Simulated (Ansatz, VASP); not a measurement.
Au in VASP and in Ansatz

```
CELL_PARAMETERS angstrom
2.90000 0.00000 0.00000
-1.45000 2.51147 0.00000
0.00000 0.00000 4.88000
ATOMIC_POSITIONS crystal
Au 0.33333 0.66667 0.75000
Au 0.66667 0.33333 0.25000
```

Alike in both runs: functional PBE; k mesh 18 × 18 × 10; occupations fermi-dirac, width 0.05 eV; no spin polarisation.

Ansatz relaxed the structure, and its values are those at the end. VASP's run is a single point on that final structure, the one shown.

|  | VASP | Ansatz |
| --- | --- | --- |
| version | VASP 6.6.1 | Ansatz 0.2.0 |
| potentials or method | VASP PAW PBE potentials, release 64 (Au) | plane-wave PAW, scalar-relativistic |
| plane-wave cutoff (eV) | 520 | 420 |
| valence electrons in the cell | 22 | 38 |

VASP gave:

| Property | Result |
| --- | --- |
| pressure (GPa) | 1.7 |

Task: Which values does Ansatz return?

Result: Pressure (GPa): 2.0.

The two sets of potentials don't hold the same shells in valence. Ansatz warned: «gradients_without_spin_orbit».

Spin-orbit coupling is left out, which matters for the levels of Au.
